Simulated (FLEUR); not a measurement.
# Mn (P6_3/mmc) in FLEUR: further runs

One crystal, Mn, is run at these levels: LDA; tasks: band structure, equation of state.

All numbers are computed with FLEUR MaX-R8.1 (later development tree); they aren't measurements. Logs are shortened: lines on timing, memory, paths and dates and some standing lists are left out, and cuts for length are marked.

## 1. Starting point

Symmetry: P6_3/mmc, No. 194, hexagonal system. The conventional cell has a = 2.484 Å, b = 2.484 Å, c = 4.026 Å, α = 90.00°, β = 90.00°, γ = 120.00°. Mn (site symmetry -6m2) is surrounded by 12 Mn at 2.47 to 2.48 Å.

This isn't the form of Mn at room conditions, which is a 58-atom cubic cell.

## 2. Band structure, LDA, collinear spin, ferromagnetic start

Contents of inp.xml:

```xml
<?xml version="1.0" encoding="UTF-8" standalone="no"?>
<fleurInput fleurInputVersion="0.39">
   <comment>
      Mn                                                                                                  
   </comment>
   <calculationSetup>
      <cutoffs Kmax="4.54" Gmax="14.1" GmaxXC="14.1" numbands="0"/>
      <scfLoop itmax="60" minDistance="0.00001" maxIterBroyd="15" imix="Anderson" alpha="0.05" precondParam="0.0" spinf="2.0" sdNocoIR="T"/>
      <coreElectrons ctail="T" frcor="F" kcrel="0" coretail_lmax="0"/>
      <xcFunctional name="vwn" relativisticCorrections="F"/>
      <magnetism jspins="2"/>
      <soc l_soc="F" theta="0.0" phi="0.0" spav="F"/>
      <expertModes spex="0" secvar="F"/>
      <geometryOptimization l_f="F" forcealpha="1.0" forcemix="BFGS" epsdisp="0.00001" epsforce="0.00001"/>
      <ldaU l_linMix="F" mixParam="0.05" spinf="1.0"/>
   </calculationSetup>
   <cell>
      <bzIntegration valenceElectrons="30.0" mode="hist" fermiSmearingEnergy="0.00183747">
         <kPointListSelection listName="default-1"/>
         <!-- k-points included here -->
         <xi:include xmlns:xi="http://www.w3.org/2001/XInclude" href="kpts.xml"> </xi:include>
      </bzIntegration>
      <!-- symmetry operations included here -->
      <xi:include xmlns:xi="http://www.w3.org/2001/XInclude" href="sym.xml"> </xi:include>
      <bulkLattice scale="1.0">
         <bravaisMatrix>
            <row-1>    4.6934102967661460     0.0000000000000000     0.0000000000000000</row-1>
            <row-2>   -2.3467051484775592     4.0646125474684043     0.0000000000000000</row-2>
            <row-3>    0.0000000000000000     0.0000000000000000     7.6084058742338971</row-3>
         </bravaisMatrix>
      </bulkLattice>
   </cell>
   <atomSpecies>
      <species name="Manganese 4.000" element="Mn" atomicNumber="25">
         <mtSphere radius="2.16" gridPoints="715" logIncrement="0.017"/>
         <atomicCutoffs lmax="9" lnonsphr="9"/>
         <electronConfig flipSpins="F">
            <coreConfig>(1s1/2) (2s1/2) (2p1/2) (2p3/2)</coreConfig>
            <valenceConfig>(3s1/2) (3p1/2) (3p3/2) (4s1/2) (3d3/2) (3d5/2)</valenceConfig>
            <stateOccupation state="(3d3/2)" spinUp="1.5" spinDown="0.5"/>
            <stateOccupation state="(3d5/2)" spinUp="3.0" spinDown="0.0"/>
         </electronConfig>
         <energyParameters s="4" p="4" d="3" f="4"/>
         <lo type="SCLO" l="0" n="3" eDeriv="0"/>
         <lo type="SCLO" l="1" n="3" eDeriv="0"/>
         <lo type="SCLO" l="1" n="3" eDeriv="1"/>
         <lo type="SCLO" l="2" n="3" eDeriv="2"/>
         <lo type="SCLO" l="3" n="4" eDeriv="2"/>
      </species>
   </atomSpecies>
   <atomGroups>
      <atomGroup species="Manganese 4.000">
         <relPos label="                   1">1.000/3.000 -1.000/3.000 1.000/4.000</relPos>
         <relPos label="                   2">-1.000/3.000 1.000/3.000 -1.000/4.000</relPos>
         <force calculate="T" relaxXYZ="TTT"/>
      </atomGroup>
   </atomGroups>
   <output dos="F" band="F" slice="F">
      <checks vchk="F" cdinf="F"/>
      <bandDOS minEnergy="-.5*Htr" maxEnergy="0.5*Htr" sigma="0.015" storeEVData="T"/>
      <vacuumDOS vacdos="F" integ="F" star="F" nstars="0" locx1="0.0" locy1="0.0" locx2="0.0" locy2="0.0" nstm="0" tworkf="0.0"/>
      <unfoldingBand unfoldBand="F" supercellX="1" supercellY="1" supercellZ="1"/>
      <plotting iplot="0" polar="F">
         <plot TwoD="T" vec1="  1.0  0.0  0.0" vec2="  0.0  1.0  0.0" vec3="  0.0  0.0  1.0" zero="  0.0  0.0  0.0" file="plot"/>
      </plotting>
      <chargeDensitySlicing numkpt="0" minEigenval="0.0" maxEigenval="0.0" nnne="0" pallst="F"/>
      <specialOutput eonly="F"/>
      <moessbauerParams electricFieldGradient="T" isomerShift="T" coreHyperfine="T" valenceHyperfine="T"/>
      <magneticCircularDichroism mcd="F" energyLo="-10.0" energyUp="0.0"/>
   </output>
  <!-- We include the file relax.xml here to enable relaxations (see documentation) -->
  <xi:include xmlns:xi="http://www.w3.org/2001/XInclude" href="relax.xml"> <xi:fallback/> </xi:include>
</fleurInput>
```

Contents of crystal.txt:

```
Mn
&input cartesian=F /
2.4836457705  0.0000000000  0.0000000000
-1.2418228853  2.1509003313  0.0000000000
0.0000000000  0.0000000000  4.0261950000
1.8897261246
1.0 1.0 1.0

2
25 0.3333333334  0.6666666668  0.2500000000 : 4.000
25 0.6666666668  0.3333333334  0.7500000000 : 4.000

&kpt div1=12 div2=12 div3=7 gamma=T /
```

Contents of inp.xml (bands):

```
<?xml version="1.0" encoding="UTF-8" standalone="no"?>
<fleurInput fleurInputVersion="0.39">
   <comment>
      Mn                                                                                                  
   </comment>
   <calculationSetup>
      <cutoffs Kmax="4.54" Gmax="14.1" GmaxXC="14.1" numbands="0"/>
      <scfLoop itmax="60" minDistance="0.00001" maxIterBroyd="15" imix="Anderson" alpha="0.05" precondParam="0.0" spinf="2.0" sdNocoIR="T"/>
      <coreElectrons ctail="T" frcor="F" kcrel="0" coretail_lmax="0"/>
      <xcFunctional name="vwn" relativisticCorrections="F"/>
      <magnetism jspins="2"/>
      <soc l_soc="F" theta="0.0" phi="0.0" spav="F"/>
      <expertModes spex="0" secvar="F"/>
      <geometryOptimization l_f="F" forcealpha="1.0" forcemix="BFGS" epsdisp="0.00001" epsforce="0.00001"/>
      <ldaU l_linMix="F" mixParam="0.05" spinf="1.0"/>
   </calculationSetup>
   <cell>
      <bzIntegration valenceElectrons="30.0" mode="hist" fermiSmearingEnergy="0.00183747">
         <kPointListSelection listName="path-1"/>
         <!-- k-points included here -->
         <xi:include xmlns:xi="http://www.w3.org/2001/XInclude" href="kpts.xml"> </xi:include>
      </bzIntegration>
      <!-- symmetry operations included here -->
      <xi:include xmlns:xi="http://www.w3.org/2001/XInclude" href="sym.xml"> </xi:include>
      <bulkLattice scale="1.0">
         <bravaisMatrix>
            <row-1>    4.6934102967661460     0.0000000000000000     0.0000000000000000</row-1>
            <row-2>   -2.3467051484775592     4.0646125474684043     0.0000000000000000</row-2>
            <row-3>    0.0000000000000000     0.0000000000000000     7.6084058742338971</row-3>
         </bravaisMatrix>
      </bulkLattice>
   </cell>
   <atomSpecies>
      <species name="Manganese 4.000" element="Mn" atomicNumber="25">
         <mtSphere radius="2.16" gridPoints="715" logIncrement="0.017"/>
         <atomicCutoffs lmax="9" lnonsphr="9"/>
         <electronConfig flipSpins="F">
            <coreConfig>(1s1/2) (2s1/2) (2p1/2) (2p3/2)</coreConfig>
            <valenceConfig>(3s1/2) (3p1/2) (3p3/2) (4s1/2) (3d3/2) (3d5/2)</valenceConfig>
            <stateOccupation state="(3d3/2)" spinUp="1.5" spinDown="0.5"/>
            <stateOccupation state="(3d5/2)" spinUp="3.0" spinDown="0.0"/>
         </electronConfig>
         <energyParameters s="4" p="4" d="3" f="4"/>
         <lo type="SCLO" l="0" n="3" eDeriv="0"/>
         <lo type="SCLO" l="1" n="3" eDeriv="0"/>
         <lo type="SCLO" l="1" n="3" eDeriv="1"/>
         <lo type="SCLO" l="2" n="3" eDeriv="2"/>
         <lo type="SCLO" l="3" n="4" eDeriv="2"/>
      </species>
   </atomSpecies>
   <atomGroups>
      <atomGroup species="Manganese 4.000">
         <relPos label="                   1">1.000/3.000 -1.000/3.000 1.000/4.000</relPos>
         <relPos label="                   2">-1.000/3.000 1.000/3.000 -1.000/4.000</relPos>
         <force calculate="T" relaxXYZ="TTT"/>
      </atomGroup>
   </atomGroups>
   <output dos="F" band="T" slice="F">
      <checks vchk="F" cdinf="F"/>
      <bandDOS minEnergy="-.5*Htr" maxEnergy="0.5*Htr" sigma="0.015" storeEVData="T"/>
      <vacuumDOS vacdos="F" integ="F" star="F" nstars="0" locx1="0.0" locy1="0.0" locx2="0.0" locy2="0.0" nstm="0" tworkf="0.0"/>
      <unfoldingBand unfoldBand="F" supercellX="1" supercellY="1" supercellZ="1"/>
      <plotting iplot="0" polar="F">
         <plot TwoD="T" vec1="  1.0  0.0  0.0" vec2="  0.0  1.0  0.0" vec3="  0.0  0.0  1.0" zero="  0.0  0.0  0.0" file="plot"/>
      </plotting>
      <chargeDensitySlicing numkpt="0" minEigenval="0.0" maxEigenval="0.0" nnne="0" pallst="F"/>
      <specialOutput eonly="F"/>
      <moessbauerParams electricFieldGradient="T" isomerShift="T" coreHyperfine="T" valenceHyperfine="T"/>
      <magneticCircularDichroism mcd="F" energyLo="-10.0" energyUp="0.0"/>
   </output>
  <!-- We include the file relax.xml here to enable relaxations (see documentation) -->
  <xi:include xmlns:xi="http://www.w3.org/2001/XInclude" href="relax.xml"> <xi:fallback/> </xi:include>
</fleurInput>
```

Potentials or basis: all-electron, FLAPW.

Command:

```bash
$ inpgen -f crystal.txt -profile fastHighL
$ # inp.xml edited to the form shown
$ fleur_MPI
$ fleur_MPI   # second run, on inp.xml (bands)
```

Output:

```text
Welcome to FLEUR        (www.flapw.de)
      MaX-Release 8.1          (www.max-centre.eu)

 ========== k-point set info ==========
 Selected k-point list: default-1
 k-point list type: mesh
 12 x 12 x 7
 Number of k points: 76

 ------------Calculation Setup---------------------------
 Number of MPI-tasks      :            1
 Number of PE/node        :            1
 Number of OMP-threads    :            1
 Most efficient MPI parallelization for:
           1           2           4          19          38          76
 Additional eigenvalue parallelization possible
 Number of basis functions:          315
 Approximate size of matrices (H+S) per k-point:         0.001 GB
 --------------------------------------------------------
 Iteration:     1   Distance:      49.18006128 me/bohr^3
 Iteration:     2   Distance:      46.81930302 me/bohr^3
 Iteration:     3   Distance:      23.13467539 me/bohr^3
 Iteration:     4   Distance:      39.36170712 me/bohr^3
 Iteration:     5   Distance:      20.36310067 me/bohr^3
 Iteration:     6   Distance:      19.20074023 me/bohr^3
 Iteration:     7   Distance:      19.14629314 me/bohr^3
 Iteration:     8   Distance:       5.05398024 me/bohr^3
 Iteration:     9   Distance:       5.49483026 me/bohr^3
 Iteration:    10   Distance:       5.22313560 me/bohr^3
[... 7 lines left out ...]
 Iteration:    18   Distance:       0.01563380 me/bohr^3
 Iteration:    19   Distance:       0.01439732 me/bohr^3
 Iteration:    20   Distance:       0.00473473 me/bohr^3
 Iteration:    21   Distance:       0.00282563 me/bohr^3
 Iteration:    22   Distance:       0.00212868 me/bohr^3
 Iteration:    23   Distance:       0.00125525 me/bohr^3
 Iteration:    24   Distance:       0.00020897 me/bohr^3
 Iteration:    25   Distance:       0.00014070 me/bohr^3
 Iteration:    26   Distance:       0.00001553 me/bohr^3
 Iteration:    27   Distance:       0.00000187 me/bohr^3

 ********************************************************************
 Run finished successfully
 Stop message:
   all done
 ********************************************************************
```

It took 1.7 min on 1 thread of AMD EPYC 7R43 (Zen 3), shared host; peak memory 0.06 GiB.

What came out:

* Free energy: -62943.0677 eV
* Band gap along the path: none (metal or under the smearing width)
* Net moment: 0.00 μB per cell
* Valence electrons inside the program's atomic spheres: Mn 13.56 (radii Mn 2.16 bohr)

Levels at the corners of the path, in eV from the Fermi level:
Spin up:
| point | band 12 | band 13 | band 14 | band 15 | band 16 | band 17 | band 18 | band 19 |
| --- | --- | --- | --- | --- | --- | --- | --- | --- |
| Γ | -0.95 | -0.95 | -0.48 | -0.48 | 0.05 | 0.05 | 0.77 | 1.63 |
| M | -1.31 | -1.16 | -0.94 | -0.42 | 1.85 | 1.98 | 2.06 | 3.63 |
| K | -2.63 | -1.39 | -1.39 | -0.07 | 1.47 | 1.47 | 1.64 | 6.56 |
| Γ | -0.95 | -0.95 | -0.48 | -0.48 | 0.05 | 0.05 | 0.77 | 1.63 |
| A | -1.54 | -1.03 | -1.03 | -1.03 | -1.03 | 1.20 | 1.20 | 1.20 |
| L | -2.65 | 0.19 | 0.19 | 0.88 | 0.88 | 1.98 | 1.98 | 3.21 |
| H | -2.72 | -1.58 | -1.58 | 0.02 | 0.02 | 1.70 | 1.70 | 7.79 |
| A | -1.54 | -1.03 | -1.03 | -1.03 | -1.03 | 1.20 | 1.20 | 1.20 |
| L | -2.65 | 0.19 | 0.19 | 0.88 | 0.88 | 1.98 | 1.98 | 3.21 |
| M | -1.31 | -1.16 | -0.94 | -0.42 | 1.85 | 1.98 | 2.06 | 3.63 |
| K | -2.63 | -1.39 | -1.39 | -0.07 | 1.47 | 1.47 | 1.64 | 6.56 |
| H | -2.72 | -1.58 | -1.58 | 0.02 | 0.02 | 1.70 | 1.70 | 7.79 |
Spin down:
| point | band 12 | band 13 | band 14 | band 15 | band 16 | band 17 | band 18 | band 19 |
| --- | --- | --- | --- | --- | --- | --- | --- | --- |
| Γ | -0.95 | -0.95 | -0.48 | -0.48 | 0.05 | 0.05 | 0.77 | 1.63 |
| M | -1.31 | -1.16 | -0.94 | -0.42 | 1.85 | 1.98 | 2.06 | 3.63 |
| K | -2.63 | -1.39 | -1.39 | -0.07 | 1.47 | 1.47 | 1.64 | 6.56 |
| Γ | -0.95 | -0.95 | -0.48 | -0.48 | 0.05 | 0.05 | 0.77 | 1.63 |
| A | -1.54 | -1.03 | -1.03 | -1.03 | -1.03 | 1.20 | 1.20 | 1.20 |
| L | -2.65 | 0.19 | 0.19 | 0.88 | 0.88 | 1.98 | 1.98 | 3.21 |
| H | -2.72 | -1.58 | -1.58 | 0.02 | 0.02 | 1.70 | 1.70 | 7.79 |
| A | -1.54 | -1.03 | -1.03 | -1.03 | -1.03 | 1.20 | 1.20 | 1.20 |
| L | -2.65 | 0.19 | 0.19 | 0.88 | 0.88 | 1.98 | 1.98 | 3.21 |
| M | -1.31 | -1.16 | -0.94 | -0.42 | 1.85 | 1.98 | 2.06 | 3.63 |
| K | -2.63 | -1.39 | -1.39 | -0.07 | 1.47 | 1.47 | 1.64 | 6.56 |
| H | -2.72 | -1.58 | -1.58 | 0.02 | 0.02 | 1.70 | 1.70 | 7.79 |

Core levels (eV from the Fermi level):
| atom | levels |
| --- | --- |
| 1 Mn | 1s1/2 -6406.3, 2s1/2 -735.2, 2p1/2 -629.7, 2p3/2 -619.3 |
| 2 Mn | 1s1/2 -6406.3, 2s1/2 -735.2, 2p1/2 -629.7, 2p3/2 -619.3 |

Caveat: the starting moments collapsed, and a magnetic state may lie lower.

(Part 1 of 2 ends here.)
